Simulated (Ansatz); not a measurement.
Here is an Ansatz 0.2.0 calculation.

The input input.yaml:

```yaml
crystal:
  lattice:
    - [3.930777878, 0.0, 0.0]
    - [-1.965388939, 3.404153499, 0.0]
    - [0.0, 0.0, 6.11195352]
  atoms:
    - { symbol: La, position: [0.339467, 0.658808, 0.24598] }
    - { symbol: La, position: [0.675463, 0.338737, 0.755228] }
    - { symbol: O, position: [0.005562, 0.002475, -0.003356] }
    - { symbol: O, position: [0.336211, 0.664329, 0.650156] }
    - { symbol: O, position: [0.671944, 0.326646, 0.356986] }
hamiltonian:
  xc: pbe
  pseudopotentials: { kind: paw }
kpoints:
  mp_grid: { grid: [8, 8, 5] }
scf:
  occupations: { method: fermi_dirac, width: 0.05 }
output:
  forces: true
  stress: true
  eigenvalues: true
```

Potentials or basis: Ansatz PAW.

Command:

```console
$ ansatz run input.yaml --threads 2 --pin off --max-ram 5120MiB --backend cpu --events-out ev --progress --plain --runs-dir out
```

Problem. Estimate the pressure.

Solution. 1.8 GPa.

Problem. Estimate the band gap on the k mesh.

Solution. 3.84 eV, indirect (least direct gap 4.04 eV).

Problem. Predict the largest force.

Solution. 0.255 eV/Å.

Forces on the atoms (eV/Å):
```
La  -0.053  0.063  0.149
La  -0.016 -0.181  0.009
O    0.015 -0.053  0.249
O    0.079  0.101 -0.205
O   -0.025  0.069 -0.201
```

Caveat: odd divisions of the mesh miss points on the zone boundary, where band edges often lie, so the gap on the mesh can be too wide; the pressure holds a Pulay correction of +0.4 GPa for the finite cutoff; spin-orbit coupling is left out, which moves the levels of the heavy elements. A k mesh can miss the band edges.
